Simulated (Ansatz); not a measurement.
The system is Al2O3.

```
CELL_PARAMETERS angstrom
4.61378 0.00000 0.00000
0.00000 9.56328 0.00000
0.00000 0.00000 3.11986
ATOMIC_POSITIONS crystal
Al 0.98298 0.82457 0.00000
Al 0.01702 0.17543 0.00000
Al 0.48297 0.67543 0.50000
Al 0.51702 0.32457 0.50000
O 0.50000 0.50000 0.50000
O 0.12363 0.75305 0.50000
O 0.37637 0.25305 0.00000
O 0.62364 0.74695 0.00000
O 0.00000 0.00000 0.00000
O 0.87636 0.24695 0.50000
```

Measurements of this composition are mostly on another form, of space group No. 167.

| Property | Result |
| --- | --- |
| Program | Ansatz 0.2.0 |
| Task | relaxation of cell and atoms |
| Functional | revPBE |
| Dispersion | D4 |
| Potentials or basis | Ansatz PAW |
| Cutoff | 420 eV (not typed: the program's choice for these potentials) |
| k mesh | 6 × 3 × 9 |
| Occupations | fermi-dirac, width 0.05 eV |
| Spin | no spin polarisation |

At the start: volume 13.77 Å³/atom.

Where does the relaxation end?

It ends after 18 steps and the volume is 12.41 Å³/atom (-9.8 %); space group Pnnm (No. 58, to 0.05 Å).

Step by step:
| step | energy change (eV) | largest force (eV/Å) | volume (Å³) |
| --- | --- | --- | --- |
| 1 | 0.0000 | 0.2054 | 137.66 |
| 2 | -0.0593 | 0.1257 | 137.07 |
| 3 | -0.1113 | 0.1233 | 136.95 |
| 4 | -0.1290 | 0.0725 | 137.01 |
| 5 | -0.1566 | 0.1721 | 138.08 |
| 6 | -0.1906 | 0.2079 | 137.06 |
| 7 | -0.2410 | 0.1901 | 133.43 |
| 8 | -0.2664 | 0.2129 | 130.42 |
| 9 | -0.2826 | 0.1403 | 128.70 |
| 10 | -0.2977 | 0.0416 | 126.46 |
| 11 | -0.2992 | 0.0142 | 126.06 |
| 12 | -0.2993 | 0.0006 | 126.04 |
| 13 | -0.2787 | 0.0009 | 126.04 |
| 14 | -0.2853 | 0.0022 | 124.55 |
| 15 | -0.2808 | 0.0022 | 124.55 |
| 16 | -0.2824 | 0.0020 | 124.11 |
| 17 | -0.2824 | 0.0009 | 124.12 |
| 18 | -0.2810 | 0.0009 | 124.12 |

Final structure:
```yaml
crystal:
  lattice:
    - [4.36978, 0.00000, 0.00000]
    - [0.00000, 9.43234, 0.00000]
    - [0.00000, 0.00000, 3.01132]
  atoms:
    - { symbol: Al, position: [0.16398, 0.83880, 0.00000] }
    - { symbol: Al, position: [0.83602, 0.16120, 0.00000] }
    - { symbol: Al, position: [0.66398, 0.66120, 0.50000] }
    - { symbol: Al, position: [0.33602, 0.33880, 0.50000] }
    - { symbol: O, position: [0.50000, 0.50000, 0.50000] }
    - { symbol: O, position: [0.37178, 0.79862, 0.50000] }
    - { symbol: O, position: [0.12822, 0.29862, 0.00000] }
    - { symbol: O, position: [0.87178, 0.70138, 0.00000] }
    - { symbol: O, position: [0.00000, 0.00000, 0.00000] }
    - { symbol: O, position: [0.62822, 0.20138, 0.50000] }
```

Caveat: the plane-wave basis is chosen anew once the cell has moved, so the energies of steps on either side of that aren't comparable; the pressure holds a Pulay correction of +0.5 GPa for the finite cutoff; the PAW data sets come from PBE, with cores solved anew for the run's functional, which leaves a small shift of forces and pressure.
